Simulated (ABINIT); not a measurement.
Runs of ABINIT 10.8.3 (patched build) on TiAl. The structure is cubic, space group Pm-3m (No. 221). The conventional cell has a = 3.179 Å, b = 3.179 Å, c = 3.179 Å, α = 90.00°, β = 90.00°, γ = 90.00°. Ti (site symmetry m-3m) is surrounded by 8 Al at 2.75 Å. Around Al (site symmetry m-3m) lie 8 Ti at 2.75 Å. The cell comes from a database or a generator and needn't be the stable form of this composition.

```tsv
level	V0 of scaled cells (Å³/atom)	B0 (GPa)
AM05	15.77	119
PBEsol	(b)	119
r2SCAN	(a)	119
BLYP	16.69	101
```

Alike in all rows: task equation of state; potentials or basis JTH PAW PBE v2.0; no spin polarisation; cell as given; k mesh 8 × 8 × 8; cutoff (eV) 490; smearing fermi-dirac 0.05 eV.

Estimate the missing entries.

(a) 16.10; (b) 15.78.

Caveats: pressures at fixed basis lie under the slope of the energies; the PAW data sets were made with another functional, which shifts forces and pressure a little.

Runs at the PBE level aren't shown here.
